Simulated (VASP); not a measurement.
A run of VASP 6.6.1 is set up as follows.

Contents of INCAR:

```
SYSTEM = W
ALGO = Normal ; EDIFF = 1E-7
ENCUT = 520 ; GGA = PE
ISIF = 2 ; ISMEAR = 0
LASPH = .True. ; LCHARG = .False.
LREAL = .False. ; LWAVE = .False.
NBANDS = 13 ; NELM = 80
PREC = Accurate ; SIGMA = 0.1
```

The input KPOINTS:

```
k-points
0
Gamma
  4 4 4
  0 0 0
```

The input POSCAR:

```
W                                       
1.0
   -1.5585618462      1.5585618462      1.5585618462
    1.5585618462     -1.5585618462      1.5585618462
    1.5585618462      1.5585618462     -1.5585618462
  W             
     1
Direct
     0.0000000000000000    0.0000000000000000    0.0000000000000000
```

Potentials or basis: VASP PAW PBE potentials, release 64 (W_sv).

Command:

```bash
$ cat potpaw_PBE.64/W_sv/POTCAR > POTCAR
$ mpirun -np 1 vasp_std > vasp.out
```

Q: Predict the band gap on the k mesh.

A: None (metal or under the smearing width).

Q: What does it give for the pressure?

A: 21.6 GPa.

Caveat: the k mesh is coarse (spacing up to 0.71 Å⁻¹), so the values aren't converged; so large a pressure means that the cell lies far from this level's equilibrium, or that cutoff or potentials fall short. The run has no spin-orbit coupling, so splittings on W are missing.
